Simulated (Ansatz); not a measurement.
BN (started from an entry of an open crystallographic database) was relaxed with 5 functionals in Ansatz 0.2.0, cell and atoms free, the symmetry of the start kept (meshes: PBE 12×12×6, r2SCAN 12×12×6, PBEsol 12×12×6, LDA 12×12×6, HSE06 9×9×4). Spin-unpolarised throughout; all numbers are computed.

The PBEsol result:
```yaml
crystal:
  lattice:
    - [2.54101, 0.00000, 0.00000]
    - [-1.27050, 2.20058, 0.00000]
    - [0.00000, 0.00000, 4.20331]
  atoms:
    - { symbol: B, position: [0.66667, 0.33333, 0.00027] }
    - { symbol: B, position: [0.33333, 0.66667, 0.50027] }
    - { symbol: N, position: [0.66667, 0.33333, 0.37473] }
    - { symbol: N, position: [0.33333, 0.66667, 0.87473] }
```

The symmetry is P6_3mc (No. 186, hexagonal); conventional cell a = 2.541 Å, c = 4.203 Å, 5.88 Å³ an atom. Around B lie 4 N at 1.56–1.57 Å; around N lie 4 B at 1.56–1.57 Å.

Task: What lattice does r2SCAN give?

Result: a = 2.544 Å, c = 4.208 Å; the volume differs by +0.3 % from PBEsol's. B has 4 N at 1.56–1.58 Å; N has 4 B at 1.56–1.58 Å.

Task: How does the cell change with PBE?

Result: a = 2.555 Å, c = 4.225 Å; the volume differs by +1.6 % from PBEsol's. B is surrounded by 4 N at 1.57–1.58 Å; N is surrounded by 4 B at 1.57–1.58 Å.

Task: Held at the r2SCAN cell, what mean stress do LDA and PBE find, and does its sign point to their own minimum?

Result: Yes. LDA -9.30 GPa, and its relaxed volume is -2.4 % from r2SCAN's; PBE +4.66 GPa, and its relaxed volume is +1.2 % from r2SCAN's. Compression counts positive, so a positive stress asks for a larger cell.
